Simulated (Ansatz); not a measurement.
Method: Ansatz 0.2.0, DFT PBE, scalar-relativistic, plane waves, PAW. Settings: cutoff 420 eV, Γ-centred meshes spaced at most about 0.3 Å⁻¹, and about 0.25 Å⁻¹ or finer for metals (2π included), Gaussian smearing. No spin polarisation.

Temperature and zero-point effects are left out.

Compare these two cells of TaSi₂, each relaxed at this level.

A.

```cif
data_structure
_symmetry_space_group_name_H-M 'I4/mmm'
_symmetry_Int_Tables_number 139
_cell_length_a 3.2837
_cell_length_b 3.2837
_cell_length_c 8.2120
_cell_angle_alpha 90.000
_cell_angle_beta 90.000
_cell_angle_gamma 90.000
_cell_volume 88.54
loop_
_atom_site_label
_atom_site_type_symbol
_atom_site_symmetry_multiplicity
_atom_site_Wyckoff_symbol
_atom_site_fract_x
_atom_site_fract_y
_atom_site_fract_z
_atom_site_occupancy
Ta1 Ta 2 a 0.00000 0.00000 0.00000 1
Si1 Si 4 e 0.00000 0.00000 0.33176 1
```

B.

```cif
data_structure
_symmetry_space_group_name_H-M 'P6_422'
_symmetry_Int_Tables_number 181
_cell_length_a 4.8062
_cell_length_b 4.8062
_cell_length_c 6.5969
_cell_angle_alpha 90.000
_cell_angle_beta 90.000
_cell_angle_gamma 120.000
_cell_volume 131.97
loop_
_atom_site_label
_atom_site_type_symbol
_atom_site_symmetry_multiplicity
_atom_site_Wyckoff_symbol
_atom_site_fract_x
_atom_site_fract_y
_atom_site_fract_z
_atom_site_occupancy
Ta1 Ta 3 c 0.50000 0.00000 0.00000 1
Si1 Si 6 i 0.15887 0.31773 0.00000 1
```

Problem. Which would you expect to be lower, and how large is the difference?

Solution. B is lower, by 71 meV/atom. A has the MoSi2 (C11b) type, space group I4/mmm (No. 139), 14.8 Å³/atom and no gap on its mesh; B has space group P6_422 (No. 181), 14.7 Å³/atom and no gap. In A, Ta is surrounded by 10 Si at 2.70–2.72 Å and 4 Ta at 3.28 Å; around Si lie 5 Si at 2.68–2.76 Å, 5 Ta at 2.70–2.72 Å and 4 Si at 3.28 Å. In B, Ta has 10 Si at 2.62–2.84 Å and 4 Ta at 3.26 Å; Si has 3 Si at 2.57–2.64 Å, 5 Ta at 2.62–2.84 Å, 2 Si at 2.84 Å, 2 Si at 3.18 Å and 2 Si at 3.34 Å. Origin: A, invented; B, reached from a cell as deposited in COD, among other starts. Checks on B: no imaginary mode at Γ (other wave vectors untested).

Spin–orbit coupling, which can matter for Ta, is left out. Cells relaxed within their symmetry can be saddle points.
